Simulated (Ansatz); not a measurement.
A surface is cut from this relaxed crystal of ZrSi₂:

```yaml
crystal:
  lattice:
    - [1.83713, -7.28295, 0.00000]
    - [1.83713, 7.28295, 0.00000]
    - [0.00000, 0.00000, 3.65677]
  atoms:
    - { symbol: Zr, position: [0.89528, 0.10472, 0.75000] }
    - { symbol: Zr, position: [0.10472, 0.89528, 0.25000] }
    - { symbol: Si, position: [0.55396, 0.44604, 0.75000] }
    - { symbol: Si, position: [0.44604, 0.55396, 0.25000] }
    - { symbol: Si, position: [0.25023, 0.74977, 0.75000] }
    - { symbol: Si, position: [0.74977, 0.25023, 0.25000] }
```

Miller indices refer to the conventional cell of Cmcm (No. 63), a = 3.674 Å, b = 14.566 Å, c = 3.657 Å, α = 90.00°, β = 90.00°, γ = 90.00°.

The (110) slab of 26 planes, 14.6 Å thick with 15 Å of vacuum as cut; outer planes Si (top) and Si (bottom).

Method: DFT PBEsol, scalar-relativistic, plane waves, PAW in Ansatz. Plane waves to 420 eV, a k mesh through Γ of 10×5×1 on the computed 26-atom cell and Gaussian smearing (0.10 eV); no spin polarisation. A dipole correction removes the field between periodic images along c.

The slab isn't stoichiometric (Zr4Si9), so its surface energy depends on the chemical potentials; it is given with the excess atoms taken from the element's standard state, a limit at which the compound may itself be unstable, so the figure can be too low. The work function read from the bulk's Fermi level differs by 0.16 eV, so the slab's middle doesn't match the bulk reference (too thin, or relaxed to another structure or magnetic state).

Results for the relaxed slab:

```
Surface energy with the excess atoms taken from the elements : 1.77 J/m²
Work function                                                : 4.95 eV
```

Relaxation lowers the energy by 0.177 J/m² a face; the largest move is 0.336 Å.

```
plane (bottom to top) atoms spacing to next, bulk (Å) relaxed (Å) change (%)
                    1     Si                      0.384        0.322       -16.4
                    2     Si                      0.698        0.926       +32.7
                    3     Si                      0.518        0.349       -32.6
                    4     Zr                      0.746        0.866       +16.1
                    5     Zr                      0.518        0.421       -18.7
                    6     Si                      0.698        0.664        -4.9
                    7     Si                      0.384        0.425       +10.5
                    8     Si                      0.698        0.755        +8.3
                    9     Si                      0.518        0.511        -1.5
                   10     Zr                      0.746        0.710        -4.9
                   11     Zr                      0.518        0.536        +3.4
                   12     Si                      0.698        0.706        +1.2
                   13     Si                      0.384        0.377        -1.8
                   14     Si                      0.698        0.706        +1.2
                   15     Si                      0.518        0.536        +3.4
                   16     Zr                      0.746        0.710        -4.9
                   17     Zr                      0.518        0.511        -1.5
                   18     Si                      0.698        0.755        +8.3
                   19     Si                      0.384        0.425       +10.5
                   20     Si                      0.698        0.664        -4.9
                   21     Si                      0.518        0.421       -18.7
                   22     Zr                      0.746        0.866       +16.1
                   23     Zr                      0.518        0.349       -32.6
                   24     Si                      0.698        0.926       +32.7
                   25     Si                      0.384        0.322       -16.4
                   26     Si
```